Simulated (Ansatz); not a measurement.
## Band structure of SiO2

```
Si O
1.0
     2.69843    0.00000    0.00000
    -1.34921    2.33691    0.00000
     0.00000    0.00000    5.53057
Si O
1 2
Direct
  0.00000 0.00000 0.00000
  0.33333 0.66667 0.16556
  0.66667 0.33333 0.83444
```

Atoms are numbered in the order listed.

The structure comes from a relaxation in the same program, started in the CdI2 type, and has space group P-3m1. Whether it is a known phase or the ground state wasn't checked.

Theory: Ansatz 0.2.0, DFT, PBE, all-electron LAPW, scalar-relativistic.

Numerical set-up: a Γ-centred 16×16×9 k mesh, Fermi–Dirac smearing of 0.03 eV, basis error target 1 meV/atom, no spin polarisation.

Points in fractions of the reciprocal vectors of this cell: Γ (0, 0, 0), M (0.5, 0, 0), K (0.333, 0.333, 0), A (0, 0, 0.5), L (0.5, 0, 0.5), H (0.333, 0.333, 0.5). The path joins them by straight lines in the order Γ–M–K–Γ–A–L–H–A–L; legs that retrace an earlier one aren't tabulated. Energies are in eV from the top of the valence band.

**Question.** Metal or insulator at this level of theory?

**Answer.** An insulator or semiconductor: gap 6.26 eV, indirect from the line K (0.333, 0.333, 0)–Γ to Γ.

**Question.** Tabulate bands 12 to 16, counted from the lowest band of the run, along the path.

**Answer.** 
```json
{"k (1/Å)": "0.00", "point": "Γ", "band 12": "-0.97", "band 13": "-0.97", "band 14": "-0.47", "band 15": "6.26", "band 16": "8.39"}
{"k (1/Å)": "0.34", "point": "", "band 12": "-1.76", "band 13": "-0.95", "band 14": "-0.12", "band 15": "7.16", "band 16": "9.17"}
{"k (1/Å)": "0.67", "point": "", "band 12": "-2.71", "band 13": "-1.07", "band 14": "-0.07", "band 15": "8.57", "band 16": "9.59"}
{"k (1/Å)": "1.01", "point": "", "band 12": "-2.32", "band 13": "-1.28", "band 14": "-0.46", "band 15": "8.27", "band 16": "10.12"}
{"k (1/Å)": "1.34", "point": "M", "band 12": "-1.77", "band 13": "-1.37", "band 14": "-0.90", "band 15": "7.95", "band 16": "10.38"}
{"k (1/Å)": "1.54", "point": "", "band 12": "-2.08", "band 13": "-1.30", "band 14": "-0.77", "band 15": "8.36", "band 16": "10.76"}
{"k (1/Å)": "1.73", "point": "", "band 12": "-2.80", "band 13": "-1.16", "band 14": "-0.60", "band 15": "9.32", "band 16": "11.74"}
{"k (1/Å)": "1.93", "point": "", "band 12": "-3.60", "band 13": "-0.97", "band 14": "-0.58", "band 15": "10.18", "band 16": "12.95"}
{"k (1/Å)": "2.12", "point": "K", "band 12": "-3.97", "band 13": "-0.73", "band 14": "-0.73", "band 15": "10.45", "band 16": "13.48"}
{"k (1/Å)": "2.51", "point": "", "band 12": "-3.07", "band 13": "-1.44", "band 14": "-0.29", "band 15": "10.02", "band 16": "12.28"}
{"k (1/Å)": "2.90", "point": "", "band 12": "-1.97", "band 13": "-1.81", "band 14": "-0.03", "band 15": "9.27", "band 16": "10.53"}
{"k (1/Å)": "3.28", "point": "", "band 12": "-1.62", "band 13": "-1.09", "band 14": "-0.07", "band 15": "7.41", "band 16": "9.42"}
{"k (1/Å)": "3.67", "point": "Γ", "band 12": "-0.97", "band 13": "-0.97", "band 14": "-0.47", "band 15": "6.26", "band 16": "8.39"}
{"k (1/Å)": "3.81", "point": "", "band 12": "-0.97", "band 13": "-0.97", "band 14": "-0.53", "band 15": "6.34", "band 16": "8.39"}
{"k (1/Å)": "3.96", "point": "", "band 12": "-0.97", "band 13": "-0.97", "band 14": "-0.67", "band 15": "6.56", "band 16": "8.36"}
{"k (1/Å)": "4.10", "point": "", "band 12": "-0.97", "band 13": "-0.97", "band 14": "-0.81", "band 15": "6.81", "band 16": "8.33"}
{"k (1/Å)": "4.24", "point": "A", "band 12": "-0.97", "band 13": "-0.97", "band 14": "-0.87", "band 15": "6.92", "band 16": "8.31"}
{"k (1/Å)": "4.58", "point": "", "band 12": "-1.73", "band 13": "-0.95", "band 14": "-0.41", "band 15": "7.79", "band 16": "8.95"}
{"k (1/Å)": "4.91", "point": "", "band 12": "-2.57", "band 13": "-1.08", "band 14": "-0.25", "band 15": "8.73", "band 16": "9.67"}
{"k (1/Å)": "5.25", "point": "", "band 12": "-2.18", "band 13": "-1.28", "band 14": "-0.52", "band 15": "8.28", "band 16": "10.10"}
{"k (1/Å)": "5.59", "point": "L", "band 12": "-1.67", "band 13": "-1.38", "band 14": "-0.91", "band 15": "7.96", "band 16": "10.28"}
{"k (1/Å)": "5.78", "point": "", "band 12": "-2.05", "band 13": "-1.24", "band 14": "-0.77", "band 15": "8.36", "band 16": "10.64"}
{"k (1/Å)": "5.97", "point": "", "band 12": "-2.81", "band 13": "-1.08", "band 14": "-0.58", "band 15": "9.33", "band 16": "11.55"}
{"k (1/Å)": "6.17", "point": "", "band 12": "-3.62", "band 13": "-0.88", "band 14": "-0.54", "band 15": "10.21", "band 16": "12.66"}
{"k (1/Å)": "6.36", "point": "H", "band 12": "-4.00", "band 13": "-0.67", "band 14": "-0.67", "band 15": "10.50", "band 16": "13.56"}
{"k (1/Å)": "6.75", "point": "", "band 12": "-3.08", "band 13": "-1.32", "band 14": "-0.31", "band 15": "10.03", "band 16": "11.82"}
{"k (1/Å)": "7.14", "point": "", "band 12": "-1.86", "band 13": "-1.82", "band 14": "-0.18", "band 15": "9.37", "band 16": "10.29"}
{"k (1/Å)": "7.53", "point": "", "band 12": "-1.59", "band 13": "-1.11", "band 14": "-0.35", "band 15": "8.02", "band 16": "9.13"}
{"k (1/Å)": "7.91", "point": "A", "band 12": "-0.97", "band 13": "-0.97", "band 14": "-0.87", "band 15": "6.92", "band 16": "8.31"}
```
